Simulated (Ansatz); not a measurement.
# 6-layer honeycomb BAs (AA') in a perpendicular field

Aim: how the 6-layer honeycomb BAs (AA') screens a field along its normal, and what the field does to its bands. A positive field points along +c.

Main program and level: Ansatz 0.2.0; plane-wave DFT, PBE-D3(BJ), Ansatz PAW.

This is a report of a sequence of runs, with most program output left out.

### Step 1. The starting structure

The cell holds 12 atoms: 6 As and 6 B. Its edges and angles: a = 3.390 Å, b = 3.390 Å, c = 61.000 Å, α = 90.0°, β = 90.0°, γ = 120.0°. Regions: layer 1: honeycomb BAs, 2 atoms (1 As and 1 B); layer 2: honeycomb BAs, 2 atoms (1 As and 1 B); layer 3: honeycomb BAs, 2 atoms (1 As and 1 B); layer 4: honeycomb BAs, 2 atoms (1 As and 1 B); layer 5: honeycomb BAs, 2 atoms (1 As and 1 B); layer 6: honeycomb BAs, 2 atoms (1 As and 1 B). Vacuum lies along c.

### Step 2. Relaxation

The starting cell is a guess, so the in-plane lattice and the atoms are relaxed first, with the slab cut off from its images along the normal.

The input, input.yaml:

```yaml
crystal:
  lattice:
    - [3.39, 0.0, 0.0]
    - [-1.695, 2.9358261188, 0.0]
    - [0.0, 0.0, 61.0000000018]
  atoms:
    - { symbol: As, position: [0.6666666667, 0.3333333333, 0.3770491803] }
    - { symbol: B, position: [0.3333333333, 0.6666666667, 0.3770491803] }
    - { symbol: As, position: [0.3333333333, 0.6666666667, 0.4262295082] }
    - { symbol: B, position: [0.6666666667, 0.3333333333, 0.4262295082] }
    - { symbol: As, position: [0.6666666667, 0.3333333333, 0.475409836] }
    - { symbol: B, position: [0.3333333333, 0.6666666667, 0.475409836] }
    - { symbol: As, position: [0.3333333333, 0.6666666667, 0.524590164] }
    - { symbol: B, position: [0.6666666667, 0.3333333333, 0.524590164] }
    - { symbol: As, position: [0.6666666667, 0.3333333333, 0.5737704918] }
    - { symbol: B, position: [0.3333333333, 0.6666666667, 0.5737704918] }
    - { symbol: As, position: [0.3333333333, 0.6666666667, 0.6229508197] }
    - { symbol: B, position: [0.6666666667, 0.3333333333, 0.6229508197] }
  periodic: [true, true, false]
kpoints:
  mp_grid: { grid: [12, 12, 1] }
hamiltonian:
  xc: pbe
  dispersion: d3bj
scf:
  occupations: { method: fermi_dirac, width: 0.05 }
  convergence: { dr2_threshold: 1.0e-09 }
relax:
  f_tol: 0.004
  max_steps: 90
  cell: {}
output:
  write_potential: true
  write_density: true
  volumetric_format: npy
```

Started as:

```sh
$ ansatz run input.yaml --threads 4 --pin off --max-ram 8192MiB --backend cpu --events-out ev --progress --plain --runs-dir out
```

Elapsed: 6 min, on 4 threads of Arm Neoverse V2, shared host; peak memory 1.6 GiB; 24 min of CPU time.

The steps of the relaxation (22 of 30):

```
step  energy less that of the first step (eV)  largest force component (eV/Å)  volume (Å³)
   1                                   0.0000                          0.4453       607.10
   2                                  -0.1233                          0.3377       605.67
   4                                  -0.3927                          0.1686       605.82
   5                                  -0.4960                          0.2023       604.70
   7                                  -0.6986                          0.0474       599.45
   8                                  -0.7013                          0.0632       598.48
   9                                  -0.7127                          0.0673       597.41
  11                                  -0.7909                          0.1564       594.69
  12                                  -0.8606                          0.0900       595.54
  13                                  -0.8175                          0.4508       596.44
  15                                  -0.8940                          0.0548       597.65
  16                                  -0.9129                          0.0635       597.67
  18                                  -0.9638                          0.1310       598.33
  19                                  -1.0138                          0.2669       598.63
  20                                  -1.1248                          0.5050       598.63
  22                                  -1.6381                          0.7020       597.81
  23                                  -1.8161                          0.2118       597.30
  24                                  -1.8129                          0.3746       596.07
  26                                  -1.8331                          0.1177       596.61
  27                                  -1.8411                          0.0293       596.65
  29                                  -1.8418                          0.0027       596.84
 30*                                  -1.8401                          0.0027       596.84
```

Relaxation steps marked * repeat the geometry before them on a plane-wave basis chosen anew for their cell, so energy and pressure can jump there. Other such steps can lie between the rows shown. Relaxation steps 13, 24 were tried and not accepted.

Forces are held to the 12 operations that the run works with; a distortion that breaks them can't arise in this run.

```
cell as run  before  after  change
      a (Å)   3.390  3.361  -0.8 %
      b (Å)   3.390  3.361  -0.8 %
```

The atoms that moved most (Å, along periodic axes as changes of fractional coordinates times the final cell, across vacuum about the mean position):

```csv
atom,dx,dy,dz,length
B2,0.000,0.000,0.835,0.835
B12,0.000,0.000,-0.835,0.835
B4,0.000,0.000,0.652,0.652
B10,0.000,0.000,-0.652,0.652
B6,0.000,0.000,0.358,0.358
B8,0.000,0.000,-0.358,0.358
As1,0.000,0.000,0.200,0.200
As11,0.000,0.000,-0.200,0.200
```

Numbers from this step:

```
energy at zero smearing : -30071.3655 eV
```

The lattice constant a goes from 3.390 to 3.361 Å.

### Step 3. Single point, field 0, start network

A sawtooth potential applies the field, turning back in the middle of the vacuum. With the dipole correction the typed value is the field outside the slab. The induced dipole is small, so the SCF threshold is tight.

The cell differs from the one that the last finished run ended in (c 61.000 → 32.600 Å).

The input, input.yaml:

```yaml
crystal:
  lattice:
    - [3.3612338773, 0.0, 0.0]
    - [-1.6806169387, 2.9109139258, 0.0]
    - [0.0, 0.0, 32.6002375339]
  atoms:
    - { symbol: As, position: [0.6666666667, 0.3333333333, 0.2760716081] }
    - { symbol: B, position: [0.3333333333, 0.6666666667, 0.2955491283] }
    - { symbol: As, position: [0.3333333333, 0.6666666667, 0.3617360878] }
    - { symbol: B, position: [0.6666666667, 0.3333333333, 0.381979109] }
    - { symbol: As, position: [0.6666666667, 0.3333333333, 0.4480484888] }
    - { symbol: B, position: [0.3333333333, 0.6666666667, 0.4649735629] }
    - { symbol: As, position: [0.3333333333, 0.6666666667, 0.5519515112] }
    - { symbol: B, position: [0.6666666667, 0.3333333333, 0.5350264371] }
    - { symbol: As, position: [0.6666666667, 0.3333333333, 0.6382639122] }
    - { symbol: B, position: [0.3333333333, 0.6666666667, 0.618020891] }
    - { symbol: As, position: [0.3333333333, 0.6666666667, 0.7239283919] }
    - { symbol: B, position: [0.6666666667, 0.3333333333, 0.7044508717] }
kpoints:
  mp_grid: { grid: [18, 18, 1] }
  band_path:
    path: [[0, 0, 0], [0.5, 0, 0], [0.33333333, 0.33333333, 0], [0, 0, 0]]
    npoints: 16
hamiltonian:
  xc: pbe
  dispersion: d3bj
scf:
  occupations: { method: fermi_dirac, width: 0.02585 }
  convergence: { dr2_threshold: 1.0e-10 }
efield:
  axis: 3
  dipole_correction: true
  ramp_position: 0.97
  ramp_width: 0.06
  amplitude: 0
output:
  dos: { projected: true, e_range: [-6, 5] }
  write_potential: true
  write_density: true
  volumetric_format: npy
  elf: true
```

Wall time 40 s (4 threads); peak memory 1.4 GiB; 2.6 min of CPU time.

Numbers from this step:

```yaml
energy_at_zero_smearing: -30071.3688 eV
work_function_upper_face: 5.239 eV
dipole_along_the_normal: 7.05e-8 e·Å
```

Running mean over a fixed 2.8 Å (it still follows the layers) of the planar mean; the ramp of the sawtooth is left out. Electron's electrostatic potential energy less the Fermi level against z:

z (Å), electron's electrostatic potential energy less the Fermi level (eV) and a bar from the least value:
```
      3.5       5.24 ##############################
      4.0       5.24 ##############################
      4.5       5.24 ##############################
      5.0       5.23 ##############################
      5.5       5.22 ##############################
      6.0       5.17 ##############################
      6.5       4.96 #############################
      7.0       4.13 ###########################
      7.5       2.66 ######################
      8.0       0.68 ################
      8.5      -1.96 ########
      9.0      -3.20 #####
      9.5      -3.49 ####
     10.0      -3.62 ###
     10.5      -3.72 ###
     11.0      -3.72 ###
     11.5      -3.98 ##
     12.0      -4.18 ##
     12.5      -4.22 ##
     13.0      -4.34 #
     13.5      -4.53 #
     14.0      -4.69 
     14.5      -4.73 
     15.0      -4.59 
     15.5      -4.00 ##
     16.0      -4.33 #
     16.5      -4.50 #
     17.0      -3.94 ##
     17.5      -4.51 #
     18.0      -4.73 
     18.5      -4.71 
     19.0      -4.57 #
     19.5      -4.38 #
     20.0      -4.22 ##
     20.5      -4.20 ##
     21.0      -4.04 ##
     21.5      -3.76 ###
     22.0      -3.72 ###
     22.5      -3.65 ###
     23.0      -3.51 ####
     23.5      -3.29 ####
     24.0      -2.34 #######
     24.5       0.14 ###############
     25.0       2.34 #####################
     25.5       3.86 ##########################
     26.0       4.86 #############################
     26.5       5.15 ##############################
     27.0       5.22 ##############################
     27.5       5.23 ##############################
     28.0       5.24 ##############################
     28.5       5.24 ##############################
     29.0       5.24 ##############################
```

The density of states has structure finer than the step of the table below, so its rows give means over 0.25 eV, whole bins alone (the curve runs from -6 to 1.99 eV). Peaks (eV: height): -3.790: 7.61, -2.970: 8.99, -2.860: 10.2, -0.460: 8.94, -0.380: 11.9, 0.120: 14.2, 0.260: 8.31.

The density of states by energy, zero at the Fermi level; means over each step:

```
energy (eV)  density of states (states/eV a cell)
      -5.75                                  3.07
      -5.50                                  4.41
      -5.25                                  4.01
      -5.00                                  5.00
      -4.75                                  4.63
      -4.50                                  5.61
      -4.25                                  4.86
      -4.00                                  4.95
      -3.75                                  6.12
      -3.50                                  5.18
      -3.25                                  6.12
      -3.00                                  7.58
      -2.75                                  7.56
      -2.50                                  4.32
      -2.25                                  3.50
      -2.00                                  3.36
      -1.75                                  2.40
      -1.50                                  2.09
      -1.25                                  1.86
      -1.00                                  3.04
      -0.75                                  4.82
      -0.50                                  6.76
      -0.25                                  2.97
       0.00                                  6.33
       0.25                                  4.77
       0.50                                  1.48
       0.75                                  1.35
       1.00                                  1.63
       1.25                                 0.920
       1.50                                  1.29
       1.75                                  1.32
```

Projected DOS per atom over height of the atomic layer and energy from the Fermi level. Layers: As B As B As B B As B As B As from below.

Ten even steps from '0' (0.01 states/eV) to '9' (1.23 states/eV), each cell a mean:
```
000012210000
000002200000
000002200000
000002200000
200104401002
712207702217
911102201119
821203302128
311101101113
221100001122
221100001122
332211112233
343322223343
476453354674
345333333543
333343343333
223343343322
223343343322
223333333322
223233332322
113333333311
111122221111
```
Columns: height of the atomic layer (Å) from 9 to 23.6 (not evenly spaced); rows upwards: energy from the Fermi level (eV) from -5.96 to 1.96.

The electronic bands at the labelled points (eV, zero at the Fermi level):

```
  point  band 51  band 52  band 53  band 54  band 55  band 56  band 57  band 58
      Γ     0.00     0.00     0.04     0.04     1.06     2.11     2.65     2.80
halfway    -1.24    -1.20    -0.65    -0.06     0.35     1.43     1.90     2.46
      M    -2.06    -2.02    -1.03    -0.68    -0.03     0.07     1.27     1.69
halfway    -3.09    -2.86    -0.91    -0.45     0.05     0.22     3.35     3.58
      K    -3.06    -3.06    -0.56    -0.56     0.18     0.18     2.55     3.27
halfway    -2.22    -2.16    -0.41    -0.11     0.26     1.37     3.67     3.73
      Γ     0.00     0.00     0.04     0.04     1.06     2.11     2.65     2.80
```

ELF in the ca plane at fractional y = 0.333, with atoms of As and B within 0.2 Å of it. It is the smooth field of the valence electrons, not physical close to the nuclei.

Ten even steps from '0' (0.00) to '9' (0.86), each cell a mean:
```
00000000000000024688777762136897655677763247
00000000000000257998644652025754787644653365
00000000000001368998422552014300698422453462
00000000000001368998523552014522698522553464
00000000000000136898766652126886666666753357
00000000000000012456677752246887533578863236
00000000000000000012456653346665211357753124
00000000000000000001346643455664200246653113
00000000000000001234567753346776322468763125
```
Columns run along c (16.0 Å, from fractional 0.04 to 0.53 of the cell), rows up along a (3.4 Å). Atoms in or near the plane, at fractional coordinates: As at (0.28, 0.67), B at (0.38, 0.67), As at (0.45, 0.67).

Valence density in the ca plane at fractional y = 0.333, with atoms of As and B within 0.2 Å of it. It is the smooth field of the valence electrons, not physical close to the nuclei.

Ten steps, logarithmic in the rise over the least value, from '0' (0 e/Å³) to '9' (24 e/Å³), each cell a mean:
```
00000000000000000001233210011222111233211011
00000000000000000012576310001222222477421112
00000000000000000013898410001222223699621112
00000000000000000013797410001222223688521112
00000000000000000012454210011222212355311012
00000000000000000001222210011221111122210011
00000000000000000000111111111221000111110001
00000000000000000000111111112221000011110001
00000000000000000000112111011221100112110001
```
Columns run along c (16.0 Å, from fractional 0.04 to 0.53 of the cell), rows up along a (3.4 Å). Atoms in or near the plane, at fractional coordinates: As at (0.28, 0.67), B at (0.38, 0.67), As at (0.45, 0.67).

Electrostatic potential energy in the ca plane at fractional y = 0.333, with atoms of As and B within 0.2 Å of it. With pseudopotentials it is smooth inside the atoms' cores, unlike the true potential.

Values in eV, 5 rows by 16 columns, each cell a mean:
```
  8   8   8   8   8   8   5  -7  -5   5  -1  -7  -3  -9   0   0
  8   8   8   8   8   8   3   1  -4   5  -6 -16  -8   5  -5  -7
  8   8   8   8   8   8   5  -7  -6   5  -1  -8  -4  -9  -1  -1
  8   8   8   8   8   8   7   3   2   4  -4   2   4   0   3   5
  8   8   8   8   8   8   7   4   2   4  -3   2   4   1   3   5
```
Columns run along c (16.0 Å, from fractional 0.04 to 0.53 of the cell; values clipped at the 3rd and 97th percentile), rows up along a (3.4 Å). Atoms in or near the plane, at fractional coordinates: As at (0.28, 0.67), B at (0.38, 0.67), As at (0.45, 0.67).

The work function of the upper face is 5.24 eV.

### Step 4. Single point, field 0.1 V/Å

input.yaml, as its differences from that of step 3:

```diff
@@ -32,7 +32,6 @@
   dipole_correction: true
-  ramp_position: 0.97
-  ramp_width: 0.06
-  amplitude: 0
+  ramp_position: 0.966
+  ramp_width: 0.0681
+  amplitude: 0.1
 output:
-  dos: { projected: true, e_range: [-6, 5] }
   write_potential: true
@@ -40,2 +39 @@
   volumetric_format: npy
-  elf: true
```

Run time: 45 s. Hardware: 4 threads; peak memory 1.2 GiB; 2.9 min of CPU time.

The dipole is 0.0943 e·Å.

### Step 5. Atoms held, field -0.1 V/Å

input.yaml, as its differences from that of step 4:

```diff
@@ -34,3 +34,3 @@
   ramp_width: 0.0681
-  amplitude: 0.1
+  amplitude: -0.1
 output:
```

It took 46 s on 4 threads; peak memory 1.2 GiB; 3 min of CPU time.

The dipole is -0.0943 e·Å.

### Step 6. Single point, field 0.2 V/Å

input.yaml, as its differences from that of step 5:

```diff
@@ -34,3 +34,3 @@
   ramp_width: 0.0681
-  amplitude: -0.1
+  amplitude: 0.2
 output:
```

It took 46 s on 4 threads; peak memory 1.2 GiB.

The dipole is 0.189 e·Å.

### Step 7. Atoms held, field 0.3 V/Å

input.yaml, as its differences from that of step 6:

```diff
@@ -32,5 +32,5 @@
   dipole_correction: true
-  ramp_position: 0.966
-  ramp_width: 0.0681
-  amplitude: 0.2
+  ramp_position: 0.9637
+  ramp_width: 0.0725
+  amplitude: 0.3
 output:
```

Run time: 47 s. Hardware: 4 threads; peak memory 1.2 GiB; 3.1 min of CPU time.

The dipole is 0.283 e·Å.

### Step 8. Response, atoms held

This step: plane-wave DFT, PBE-D3(BJ), Ansatz PAW; response to a field along the normal, atoms held (Ansatz 0.2.0).

The dipoles give the slope, and the difference of two potentials shows where the field is screened.

This step gave:

```yaml
equivalent_conductor_thickness_p_eps_0ae: 17.45 Å
distance_between_the_outer_atoms: 14.60 Å
```

The dipole of the cell by applied field:

| applied field (V/Å) | dipole of the cell (e·Å) |
| --- | --- |
| -0.100 | -0.0943 |
| 0.000 | 0 |
| 0.100 | 0.0943 |
| 0.200 | 0.189 |
| 0.300 | 0.283 |

Local field over the applied field, running mean. From the potentials at -0.1 and 0.1 V/Å; running mean over 2.8 Å. The local field over applied field by z:

z (Å), local field over applied field and a bar from the least value:
```
      4.5      0.997 ##############################
      5.0      0.991 ##############################
      5.5      0.975 #############################
      6.0      0.936 ############################
      6.5      0.852 ##########################
      7.0      0.710 #####################
      7.5      0.538 ################
      8.0      0.373 ###########
      8.5      0.220 #######
      9.0      0.093 ###
      9.5      0.023 #
     10.0      0.005 
     10.5      0.002 
     11.0     -0.003 
     11.5     -0.004 
     12.0     -0.005 
     12.5     -0.008 
     13.0     -0.008 
     13.5     -0.007 
     14.0     -0.008 
     14.5     -0.006 
     15.0     -0.004 
     15.5     -0.003 
     16.0     -0.004 
     16.5     -0.004 
     17.0     -0.003 
     17.5     -0.004 
     18.0     -0.006 
     18.5     -0.008 
     19.0     -0.008 
     19.5     -0.008 
     20.0     -0.008 
     20.5     -0.006 
     21.0     -0.004 
     21.5     -0.003 
     22.0      0.001 
     22.5      0.005 
     23.0      0.016 #
     23.5      0.074 ##
     24.0      0.192 ######
     24.5      0.342 ##########
     25.0      0.504 ###############
     25.5      0.677 ####################
     26.0      0.828 #########################
     26.5      0.924 ############################
     27.0      0.969 #############################
     27.5      0.989 ##############################
     28.0      0.996 ##############################
```

Electrons, planar mean, per unit field. Induced electron density against z:

| z (Å) | induced electron density (e/Å³ per V/Å) |
| --- | --- |
| 4.5 | 1.1e-5 |
| 5.0 | 3.4e-5 |
| 5.5 | 9.8e-5 |
| 6.0 | 2.7e-4 |
| 6.5 | 6.8e-4 |
| 7.0 | 0.00160 |
| 7.5 | 0.00312 |
| 8.0 | 0.00393 |
| 8.5 | 0.00131 |
| 9.0 | -4.3e-4 |
| 9.5 | 4.4e-4 |
| 10.0 | 1.5e-4 |
| 10.5 | -2.4e-4 |
| 11.0 | 1.5e-4 |
| 11.5 | -2.3e-5 |
| 12.0 | -9.1e-5 |
| 12.5 | 2.0e-4 |
| 13.0 | 5.2e-5 |
| 13.5 | -1.0e-4 |
| 14.0 | -7.3e-5 |
| 14.5 | -2.7e-5 |
| 15.0 | 5.6e-5 |
| 15.5 | -1.3e-5 |
| 16.0 | -8.5e-6 |
| 16.5 | 4.0e-6 |
| 17.0 | 2.0e-5 |
| 17.5 | -5.2e-5 |
| 18.0 | 3.1e-6 |
| 18.5 | 6.7e-5 |
| 19.0 | 1.0e-4 |
| 19.5 | -6.4e-6 |
| 20.0 | -2.2e-4 |
| 20.5 | 4.9e-5 |
| 21.0 | 9.2e-5 |
| 21.5 | -1.9e-4 |
| 22.0 | 2.0e-4 |
| 22.5 | 2.1e-5 |
| 23.0 | -6.0e-4 |
| 23.5 | 3.9e-4 |
| 24.0 | -6.4e-4 |
| 24.5 | -0.00375 |
| 25.0 | -0.00342 |
| 25.5 | -0.00186 |
| 26.0 | -8.2e-4 |
| 26.5 | -3.3e-4 |
| 27.0 | -1.2e-4 |
| 27.5 | -4.2e-5 |
| 28.0 | -1.4e-5 |

By hand: between -0.1 and 0.1 V/Å the dipole changes by 0.1887 e·Å, a slope of 0.9434 e·Å²/V. A perfect conductor of thickness t has p = ε₀AEt, so t = 180.95 × 0.9434 / 9.784 = 17.45 Å (e/ε₀ = 180.95 V·Å, A in Å²).

The induced dipole is that of a conductor 17.45 Å thick.

### Step 9. Summary of results

* gap without field: none
* work function, upper face: 5.24 eV
* equivalent conductor thickness, atoms held: 17.4 Å

The induced dipole equals that of a perfect conductor 17.45 Å thick, while the outer atoms lie 14.60 Å apart. There is no gap over 0.03 eV, with or without the field. Spin-orbit coupling is left out. After relaxation neighbouring layers come as close as 2.2 Å along the normal, so they are bonded in part and no longer a van der Waals stack.

[Logs are printed without paths, hosts, clocks, repeated set-up lines and the standing remarks that a program may print on its own settings, such as how far it seeks lower states.]

[Hosts, paths, dates, database ids (printed as entryN), source tags and the programs' standing remarks are cut or masked in the printed files.]

[Maps of the electrostatic potential energy from Ansatz leave out the sawtooth potential of an applied field or a dipole correction, so their vacuum need not be flat; planar profiles and work functions include it.]

[The density of states shown here was stored with 400 of the rows of the run's finer table, so its peaks can read low, often by over a quarter, or be missed, and its means over a window can be off by a tenth or more.]
